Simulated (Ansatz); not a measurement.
**InP: levels along high-symmetry lines**

```
CELL_PARAMETERS angstrom
0.00000 2.85500 2.85500
2.85500 0.00000 2.85500
2.85500 2.85500 0.00000
ATOMIC_POSITIONS crystal
In 0.00000 0.00000 0.00000
P 0.50000 0.50000 0.50000
```

Atom numbers follow the list: In1, P2.

The geometry is COD entry 1538565, unchecked; take it as a test cell.

Theory: DFT, PBE, all-electron LAPW, Dirac equation with spin-orbit coupling in Ansatz 0.2.0.

Numerical set-up: a Γ-centred 11×11×11 k mesh, Fermi–Dirac smearing of 0.05 eV, basis error target 1 meV/atom, no spin polarisation.

Points in fractions of the reciprocal vectors of this cell: Γ (0, 0, 0), X (0.5, 0, 0.5), U (0.625, 0.25, 0.625), K (0.375, 0.375, 0.75), L (0.5, 0.5, 0.5), W (0.5, 0.25, 0.75). The path joins them by straight lines in the order Γ–X–U–K–Γ–L–W–X; legs that retrace an earlier one aren't tabulated. Energies are in eV from the Fermi level.

Metal or insulator at this level of theory?

No gap opens: metallic or semimetallic.

Tabulate bands 32 to 37, counted from the lowest band of the run, along the path.


```
k (1/Å)  point  band 32  band 33  band 34  band 35  band 36  band 37
   0.00      Γ    -0.16    -0.16    -0.16    -0.15    -0.15     7.07
   0.22           -0.47    -0.37    -0.37     1.54     1.54     5.68
   0.44           -0.99    -0.87    -0.87     1.99     1.99     4.56
   0.66           -1.54    -1.42    -1.42    -0.15    -0.15     4.66
   0.88           -1.98    -1.88    -1.88    -1.82    -1.82     4.20
   1.10      X    -2.57    -2.09    -2.09    -1.97    -1.97     4.04
   1.18           -2.91    -2.01    -2.01    -1.69    -1.69     4.11
   1.26           -3.41    -1.93    -1.93    -1.22    -1.22     4.32
   1.33           -3.90    -1.81    -1.81    -0.75    -0.75     4.63
   1.41           -4.05    -1.65    -1.65    -0.31    -0.31     5.02
   1.49      U    -3.87    -1.44    -1.44     0.10     0.10     5.37
   1.62           -3.62    -1.80    -1.80     0.83     0.83     5.21
   1.76           -3.19    -2.43    -2.43     1.84     1.84     4.27
   1.89           -3.19    -2.43    -2.43     1.84     1.84     4.27
   2.03           -3.62    -1.80    -1.80     0.83     0.83     5.21
   2.16      K    -3.87    -1.44    -1.44     0.10     0.10     5.37
   2.40           -3.12    -0.63    -0.63     1.31     1.31     4.92
   2.63           -2.16     0.14     0.14     2.67     2.67     4.00
   2.86           -1.18     0.25     0.25     2.86     2.86     4.27
   3.10           -0.47    -0.05    -0.05     1.47     1.47     6.00
   3.33      Γ    -0.16    -0.16    -0.16    -0.15    -0.15     7.07
   3.52           -0.24    -0.14    -0.14     1.14     1.14     6.23
   3.71           -0.17    -0.10    -0.10     2.09     2.09     5.21
   3.90           -0.06    -0.01    -0.01     2.48     2.48     4.25
   4.09            0.07     0.10     0.10     2.47     2.47     3.55
   4.28      L     0.13     0.15     0.15     2.41     2.41     3.30
   4.44           -0.50    -0.10    -0.10     2.67     2.67     2.91
   4.59           -1.56    -0.84    -0.84     2.19     2.19     3.31
   4.75           -2.51    -1.85    -1.85     2.05     2.05     3.72
   4.91           -3.18    -2.83    -2.83     2.07     2.07     4.14
   5.06      W    -3.46    -3.38    -3.38     2.09     2.09     4.35
   5.17           -3.74    -3.05    -3.05     1.53     1.53     4.96
   5.28           -4.01    -2.69    -2.69     0.53     0.53     5.15
   5.39           -3.64    -2.36    -2.36    -0.48    -0.48     4.57
   5.50           -3.07    -2.12    -2.12    -1.40    -1.40     4.18
   5.61      X    -2.57    -2.09    -2.09    -1.97    -1.97     4.04
```
